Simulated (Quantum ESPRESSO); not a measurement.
# MgO2 (R-3m) in Quantum ESPRESSO: further runs

One crystal, MgO2, is run at these levels: PBEsol; tasks: single point, equation of state.

Everything below comes from runs of Quantum ESPRESSO 7.5. Logs are shortened: lines on timing, memory, paths and dates and some standing lists are left out, and cuts for length are marked.

### Step 1. The structure

Symmetry: R-3m, No. 166, trigonal system. The conventional cell has a = 3.210 Å, b = 3.210 Å, c = 10.482 Å, α = 90.00°, β = 90.00°, γ = 120.00°. Mg (site symmetry -3m) is surrounded by 6 O at 2.11 Å. O (site symmetry 3m) is surrounded by 1 O at 1.49 Å.

The cell comes from a database or a generator and needn't be the stable form of this composition.

### Step 2. Single point, PBEsol, 9.77 Å³/atom

Contents of pw.in:

```
&CONTROL
  calculation = 'scf'
  prefix = 'pwscf'
  outdir = './tmp'
  pseudo_dir = './pseudo'
  tstress = .true.
  disk_io = 'nowf'
/
&SYSTEM
  ibrav = 0
  nat = 3
  ntyp = 2
  ecutwfc = 45
  ecutrho = 360
  nbnd = 18
  occupations = 'smearing'
  smearing = 'fd'
  degauss = 0.00367493
/
&ELECTRONS
  conv_thr = 6d-10
  electron_maxstep = 120
  mixing_beta = 0.5
/
ATOMIC_SPECIES
Mg    24.3050 mg_pbesol_v1.4.uspp.F.UPF
O     15.9990 o_pbesol_v1.2.uspp.F.UPF
CELL_PARAMETERS angstrom
   1.5720015991    0.9075955464    3.4226531700
  -1.5720015991    0.9075955464    3.4226531700
   0.0000000000   -1.8151910928    3.4226531700
ATOMIC_POSITIONS crystal
Mg     0.0000000000    0.0000000000    0.0000000000
O      0.5712140000    0.5712140000    0.5712140000
O      0.4287860000    0.4287860000    0.4287860000
K_POINTS automatic
10 10 10 0 0 0
```

Potentials or basis: GBRV 1.5 PBEsol.

Run with:

```sh
> OMP_NUM_THREADS=1 mpirun -n 2 pw.x -nk 2 -in pw.in > pw.out
```

pw.out:

```text
This program is part of the open-source Quantum ESPRESSO suite
     for quantum simulation of materials; please cite
[... 13 lines left out ...]
     --------------------
     sticks:   dense  smooth     PW     G-vecs:    dense   smooth      PW
     Sum        1137     569    195                22779     8079    1589

     Using Slab Decomposition

     bravais-lattice index     =            0
     lattice parameter (alat)  =       7.3212  a.u.
     unit-cell volume          =     197.7225 (a.u.)^3
     number of atoms/cell      =            3
     number of atomic types    =            2
     number of electrons       =        22.00
     number of Kohn-Sham states=           18
     kinetic-energy cutoff     =      45.0000  Ry
     charge density cutoff     =     360.0000  Ry
     scf convergence threshold =      6.0E-10
     mixing beta               =       0.5000
     number of iterations used =            8  plain     mixing
     Exchange-correlation= SLA  PW   PSX  PSC
                           (   1   4  10   8   0   0   0)

     celldm(1)=   7.321189  celldm(2)=   0.000000  celldm(3)=   0.000000
     celldm(4)=   0.000000  celldm(5)=   0.000000  celldm(6)=   0.000000

     crystal axes: (cart. coord. in units of alat)
               a(1) = (   0.405761   0.234266   0.883446 )
               a(2) = (  -0.405761   0.234266   0.883446 )
               a(3) = (   0.000000  -0.468532   0.883446 )

     reciprocal axes: (cart. coord. in units 2 pi/alat)
               b(1) = (  1.232253  0.711441  0.377310 )
               b(2) = ( -1.232253  0.711441  0.377310 )
               b(3) = (  0.000000 -1.422883  0.377310 )

     PseudoPot. # 1 for Mg read from file:
     mg_pbesol_v1.4.uspp.F.UPF
     Pseudo is Ultrasoft, Zval = 10.0
     Generated by new atomic code, or converted to UPF format
     Using radial grid of  821 points,  7 beta functions with:
                l(1) =   0
                l(2) =   0
                l(3) =   0
                l(4) =   1
                l(5) =   1
                l(6) =   2
                l(7) =   2
     Q(r) pseudized with  8 coefficients,  rinner =    1.200   1.200   1.200
                                                       1.200   1.200

     PseudoPot. # 2 for O  read from file:
     o_pbesol_v1.2.uspp.F.UPF
     Pseudo is Ultrasoft + core correction, Zval =  6.0
     Generated by new atomic code, or converted to UPF format
     Using radial grid of  737 points,  5 beta functions with:
                l(1) =   0
                l(2) =   0
                l(3) =   1
                l(4) =   1
                l(5) =   2
     Q(r) pseudized with  8 coefficients,  rinner =    0.900   0.900   0.900
                                                       0.900   0.900

     atomic species   valence    mass     pseudopotential
     Mg               10.00    24.30500     Mg( 1.00)
     O                 6.00    15.99900     O ( 1.00)

     12 Sym. Ops., with inversion, found

   Cartesian axes

     site n.     atom                  positions (alat units)
         1        Mg     tau(   1) = (   0.0000000   0.0000000   0.0000000  )
         2        O      tau(   2) = (   0.0000000   0.0000000   1.5139107  )
         3        O      tau(   3) = (   0.0000000   0.0000000   1.1364282  )

     number of k points=   116  Fermi-Dirac smearing, width (Ry)=  0.0037

     Number of k-points >= 100: set verbosity='high' to print them.

     Dense  grid:    22779 G-vectors     FFT dimensions: (  45,  45,  45)

     Smooth grid:     8079 G-vectors     FFT dimensions: (  32,  32,  32)

     Check: negative core charge=   -0.000002

     Initial potential from superposition of free atoms

     starting charge      21.6998, renormalised to      22.0000
     Starting wfcs are   13 randomized atomic wfcs +    5 random wfcs

     Self-consistent Calculation

     iteration #  1     ecut=    45.00 Ry     beta= 0.50
     Davidson diagonalization with overlap
     ethr =  1.00E-02,  avg # of iterations =  5.5

     total energy              =    -189.60889240 Ry
     estimated scf accuracy    <       0.26160737 Ry

     iteration #  2     ecut=    45.00 Ry     beta= 0.50
     Davidson diagonalization with overlap
     ethr =  1.19E-03,  avg # of iterations =  2.1

     total energy              =    -189.64422538 Ry
     estimated scf accuracy    <       0.02579282 Ry

     iteration #  3     ecut=    45.00 Ry     beta= 0.50
     Davidson diagonalization with overlap
     ethr =  1.17E-04,  avg # of iterations =  2.4

     total energy              =    -189.64602430 Ry
     estimated scf accuracy    <       0.00428020 Ry

     iteration #  4     ecut=    45.00 Ry     beta= 0.50
     Davidson diagonalization with overlap
     ethr =  1.95E-05,  avg # of iterations =  2.3

     total energy              =    -189.64625067 Ry
     estimated scf accuracy    <       0.00022114 Ry

     iteration #  5     ecut=    45.00 Ry     beta= 0.50
     Davidson diagonalization with overlap
     ethr =  1.01E-06,  avg # of iterations =  2.6

     total energy              =    -189.64626830 Ry
     estimated scf accuracy    <       0.00000399 Ry

     iteration #  6     ecut=    45.00 Ry     beta= 0.50
     Davidson diagonalization with overlap
     ethr =  1.82E-08,  avg # of iterations =  2.0

     total energy              =    -189.64626889 Ry
     estimated scf accuracy    <       0.00000018 Ry

     iteration #  7     ecut=    45.00 Ry     beta= 0.50
     Davidson diagonalization with overlap
     ethr =  8.25E-10,  avg # of iterations =  2.0

     total energy              =    -189.64626894 Ry
     estimated scf accuracy    <          9.4E-09 Ry

     iteration #  8     ecut=    45.00 Ry     beta= 0.50
     Davidson diagonalization with overlap
     ethr =  4.29E-11,  avg # of iterations =  2.0

     total energy              =    -189.64626895 Ry
     estimated scf accuracy    <          8.3E-10 Ry

     iteration #  9     ecut=    45.00 Ry     beta= 0.50
     Davidson diagonalization with overlap
     ethr =  3.77E-12,  avg # of iterations =  2.0

     End of self-consistent calculation

     Number of k-points >= 100: set verbosity='high' to print the bands.

     the Fermi energy is     8.2520 ev

!    total energy              =    -189.64626895 Ry
     estimated scf accuracy    <          3.3E-11 Ry
     smearing contrib. (-TS)   =      -0.00000000 Ry
     internal energy E=F+TS    =    -189.64626895 Ry

     The total energy is F=E-TS. E is the sum of the following terms:
     one-electron contribution =    -107.47182439 Ry
     hartree contribution      =      61.17556084 Ry
     xc contribution           =     -31.15406044 Ry
     ewald contribution        =    -112.19594497 Ry

     convergence has been achieved in   9 iterations

     Computing stress (Cartesian axis) and pressure

          total   stress  (Ry/bohr**3)                   (kbar)     P=       41.74
   0.00019763   0.00000000   0.00000000           29.07        0.00        0.00
   0.00000000   0.00019763  -0.00000000            0.00       29.07       -0.00
   0.00000000   0.00000000   0.00045595            0.00        0.00       67.07

=------------------------------------------------------------------------------=
   JOB DONE.
=------------------------------------------------------------------------------=
```

It took 15 s on 2 MPI ranks of Intel Xeon Platinum 8375C at 2.90GHz (Ice Lake), shared host; peak memory 0.26 GiB.

What came out:

```
Free energy            : -2580.2689 eV
Pressure               : 4.2 GPa
Band gap on the k mesh : 2.63 eV, direct
```

### Step 3. Single point, PBEsol, 9.97 Å³/atom

pw.in, as its differences from that of step 2:

```diff
@@ -28,5 +28,5 @@
 CELL_PARAMETERS angstrom
-   1.5720015991    0.9075955464    3.4226531700
-  -1.5720015991    0.9075955464    3.4226531700
-   0.0000000000   -1.8151910928    3.4226531700
+   1.5830723976    0.9139872749    3.4467571555
+  -1.5830723976    0.9139872749    3.4467571555
+   0.0000000000   -1.8279745499    3.4467571555
 ATOMIC_POSITIONS crystal
```

Potentials or basis: GBRV 1.5 PBEsol.

Run with:

```sh
> OMP_NUM_THREADS=1 mpirun -n 2 pw.x -nk 2 -in pw.in > pw.out
```

Run time: 15 s. Hardware: 2 MPI ranks of Intel Xeon Platinum 8375C at 2.90GHz (Ice Lake), shared host; peak memory 0.26 GiB.

The run converged. Its results:

```
Free energy            : -2580.2799 eV
Pressure               : 1.0 GPa
Band gap on the k mesh : 2.49 eV, direct
```

### Step 4. Single point, PBEsol, 10.18 Å³/atom

pw.in, as its differences from that of step 3:

```diff
@@ -28,5 +28,5 @@
 CELL_PARAMETERS angstrom
-   1.5830723976    0.9139872749    3.4467571555
-  -1.5830723976    0.9139872749    3.4467571555
-   0.0000000000   -1.8279745499    3.4467571555
+   1.5939904833    0.9202908347    3.4705286457
+  -1.5939904833    0.9202908347    3.4705286457
+   0.0000000000   -1.8405816693    3.4705286457
 ATOMIC_POSITIONS crystal
```

Run with:

```sh
> OMP_NUM_THREADS=1 mpirun -n 2 pw.x -nk 2 -in pw.in > pw.out
```

Wall time 15 s (2 MPI ranks of Intel Xeon Platinum 8375C at 2.90GHz (Ice Lake), shared host); peak memory 0.26 GiB.

The run converged. Its results:

| Quantity | Value |
| --- | --- |
| Free energy | -2580.2790 eV |
| Pressure | -1.9 GPa |
| Band gap on the k mesh | 2.36 eV, direct |

### Step 5. Single point, PBEsol, 10.39 Å³/atom

pw.in, as its differences from that of step 4:

```diff
@@ -28,5 +28,5 @@
 CELL_PARAMETERS angstrom
-   1.5939904833    0.9202908347    3.4705286457
-  -1.5939904833    0.9202908347    3.4705286457
-   0.0000000000   -1.8405816693    3.4705286457
+   1.6047610160    0.9265092046    3.4939788749
+  -1.6047610160    0.9265092046    3.4939788749
+   0.0000000000   -1.8530184092    3.4939788749
 ATOMIC_POSITIONS crystal
```

Run with:

```sh
> OMP_NUM_THREADS=1 mpirun -n 2 pw.x -nk 2 -in pw.in > pw.out
```

Wall time 16 s (2 MPI ranks of Intel Xeon Platinum 8375C at 2.90GHz (Ice Lake), shared host); peak memory 0.26 GiB.

Results (log left out):

- Free energy: -2580.2676 eV
- Pressure: -4.4 GPa
- Band gap on the k mesh: 2.24 eV, direct

### Step 6. Single point, PBEsol, 10.60 Å³/atom

pw.in, as its differences from that of step 5:

```diff
@@ -28,5 +28,5 @@
 CELL_PARAMETERS angstrom
-   1.6047610160    0.9265092046    3.4939788749
-  -1.6047610160    0.9265092046    3.4939788749
-   0.0000000000   -1.8530184092    3.4939788749
+   1.6153888821    0.9326452060    3.5171184822
+  -1.6153888821    0.9326452060    3.5171184822
+   0.0000000000   -1.8652904119    3.5171184822
 ATOMIC_POSITIONS crystal
```

Potentials or basis: GBRV 1.5 PBEsol.

Run with:

```sh
> OMP_NUM_THREADS=1 mpirun -n 2 pw.x -nk 2 -in pw.in > pw.out
```

Run time: 23 s. Hardware: 2 MPI ranks of Intel Xeon Platinum 8375C at 2.90GHz (Ice Lake), shared host; peak memory 0.26 GiB.

The run converged. Its results:

```
Free energy            : -2580.2467 eV
Pressure               : -6.7 GPa
Band gap on the k mesh : 2.12 eV, direct
```

### Step 7. Single point, PBEsol, 10.81 Å³/atom

pw.in, as its differences from that of step 6:

```diff
@@ -28,5 +28,5 @@
 CELL_PARAMETERS angstrom
-   1.6153888821    0.9326452060    3.5171184822
-  -1.6153888821    0.9326452060    3.5171184822
-   0.0000000000   -1.8652904119    3.5171184822
+   1.6258787142    0.9387015134    3.5399575539
+  -1.6258787142    0.9387015134    3.5399575539
+   0.0000000000   -1.8774030267    3.5399575539
 ATOMIC_POSITIONS crystal
```

Run with:

```sh
> OMP_NUM_THREADS=1 mpirun -n 2 pw.x -nk 2 -in pw.in > pw.out
```

Run time: 25 s. Hardware: 2 MPI ranks of Intel Xeon Platinum 8375C at 2.90GHz (Ice Lake), shared host; peak memory 0.28 GiB.

Results (log left out):

```
Free energy            : -2580.2172 eV
Pressure               : -8.8 GPa
Band gap on the k mesh : 2.01 eV, direct
```

### Step 8. Single point, PBEsol, 11.01 Å³/atom

pw.in, as its differences from that of step 7:

```diff
@@ -28,5 +28,5 @@
 CELL_PARAMETERS angstrom
-   1.6258787142    0.9387015134    3.5399575539
-  -1.6258787142    0.9387015134    3.5399575539
-   0.0000000000   -1.8774030267    3.5399575539
+   1.6362349088    0.9446806651    3.5625056621
+  -1.6362349088    0.9446806651    3.5625056621
+   0.0000000000   -1.8893613302    3.5625056621
 ATOMIC_POSITIONS crystal
```

Run with:

```sh
> OMP_NUM_THREADS=1 mpirun -n 2 pw.x -nk 2 -in pw.in > pw.out
```

Run time: 28 s. Hardware: 2 MPI ranks of Intel Xeon Platinum 8375C at 2.90GHz (Ice Lake), shared host; peak memory 0.28 GiB.

Results (log left out):

```
Free energy            : -2580.1801 eV
Pressure               : -10.7 GPa
Band gap on the k mesh : 1.91 eV, direct
```

### Step 9. Equation of state, PBEsol

Potentials or basis: GBRV 1.5 PBEsol.

No new run: the results of the series are fitted here.

What came out:

* Equilibrium volume: 10.06 Å³/atom
* Bulk modulus at fixed shape and positions: 140 GPa
* Pressure derivative of the bulk modulus: 4.2

Energy against volume, from the lowest point:
```csv
volume (Å³/atom),energy (meV/atom)
9.766,3.64
9.974,0.00
10.182,0.28
10.390,4.08
10.598,11.06
10.805,20.87
11.013,33.25
```

Caveat: the cell was scaled at fixed shape and fractional positions, which overstates the stiffness of a crystal with free parameters, most of all of layers and chains.
